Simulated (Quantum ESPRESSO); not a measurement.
## Moving the dispersion correction in MgS

The cell as given:

The structure is cubic, space group Fm-3m (No. 225). The conventional cell has a = 5.203 Å, b = 5.203 Å, c = 5.203 Å, α = 90.00°, β = 90.00°, γ = 90.00°. Around S (site symmetry m-3m) lie 6 Mg at 2.60 Å. Mg (site symmetry m-3m) is surrounded by 6 S at 2.60 Å.

Kept alike: task relaxation of cell and atoms; functional PBEsol; k mesh 9 × 9 × 9; occupations fermi-dirac, width 0.05 eV; no spin polarisation. Program: Quantum ESPRESSO, PseudoDojo 0.4.1 SR PBE standard, cutoff 1143 eV. The mesh is that of the run's cell of 2 atoms. No spin-orbit coupling.

```csv
dispersion correction,volume (Å³/atom)
D3(zero),17.271
D3(BJ),16.909
none,17.448
rVV10,17.106
```

The relaxations keep at least the cell's symmetry (Fm-3m). Relaxations stop with a little pressure left, so the last digits of a volume or edge aren't settled. All rows use potentials made for PBE.

Question: What does the dispersion correction change here?

Answer: The volume runs from 16.909 (D3(BJ)) to 17.448 Å³/atom (none). Against no correction: D3(zero) -1.0 %; D3(BJ) -3.1 %; rVV10 -2.0 %. Dispersion terms mostly attract and so lower the volume; the schemes' coefficients and damping set how far.
